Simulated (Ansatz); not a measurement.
# One structure, 3 elements: Sn3O2, Sn3S2, Sn3Se2

Plane-wave DFT in Ansatz with scalar-relativistic PAW potentials, cutoff 420 eV, Γ-centred meshes chosen by cell and gap, Gaussian smearing with energies taken to zero width. Every cell was relaxed (cell and atoms) in a run of its own, within the symmetry of its start. Functional: PBE.

All members share space group R-3m and the same sites; only the element on one set of sites changes (O, S, Se). Members needn't be the stable form of their composition. Energies over the elements, where given, are against the elements' standard states in the same functional (H₂, N₂, O₂ and halogens uncorrected, Hg as a solid). The first member:

Space group R-3m:H (No. 166). a = 3.452 Å, b = 3.452 Å, c = 30.567 Å, α = 90.00°, β = 90.00°, γ = 120.00°
| atom | site | symmetry | x | y | z |
| --- | --- | --- | --- | --- | --- |
| Sn | 3a | -3m | 0.0000 | 0.0000 | 0.0000 |
| Sn | 6c | 3m | 0.3333 | 0.6667 | 0.8811 |
| O | 6c | 3m | 0.6667 | 0.3333 | 0.7538 |

```csv
compound,V (Å³/atom),a (Å),c (Å),energy over elements (eV/atom)
Sn3O2,21.02,3.452,30.567,-0.638
Sn3Se2,27.53,3.967,30.304,-0.204
```

Task: Predict the member with S.

Result: V (Å³/atom) 25.16, a (Å) 3.676, c (Å) 32.253, energy over elements (eV/atom) -0.198. Interpolating linearly in period between O and Se would give 24.28 Å³/atom (3.5 % too small), with -0.421 eV/atom over the elements. Over the whole series the volume grows at each step down the group; all are metallic on the mesh; binding against the elements is strongest for O.